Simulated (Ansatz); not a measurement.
**HfO₂: the gap under strain, fitted and tested**

Plane-wave DFT in Ansatz, PBE, scalar-relativistic PAW potentials, cutoff 420 eV, no spin-orbit coupling; no spin polarisation. HfO₂ in space group P4_2/mnm, a structure that wasn't matched to a measured phase. Biaxial strain in the a-b plane; c and atoms relaxed (conventional cell); Kohn–Sham gaps sought over the whole zone.

```csv
strain (%),space group,gap (eV)
-6.0,P4_2/mnm,3.921
-4.0,P4_2/mnm,4.009
-2.0,P4_2/mnm,4.050
+0.0,P4_2/mnm,3.902
+2.0,P4_2/mnm,3.789
+4.0,P4_2/mnm,?
+6.0,P4_2/mnm,3.715
```

Task: Fit the given gaps and predict the missing one.

Result: Next to zero the slopes are -74 meV per % on the compressed side and -56 on the stretched side. No break shows at zero, so all given rows go into a parabola: E_g = 3.927 -0.0236 ε -0.00281 ε² eV (ε in %; scatter 56 meV). At +4.0 % this gives 3.788 eV; the run gave 3.721 eV, 67 meV away. The fit is poor: the slope drops sharply near -2.0 %, the mark of another band or valley taking over an edge, which one smooth curve can't follow.

Spin-orbit coupling, left out, matters for bands of heavy elements.

Cost: about 3.9 core-minutes for the runs cited, on Intel Xeon 6975P-C (Granite Rapids) (shared hosts).

This rutile-type form isn't the usual stable structure of the compound.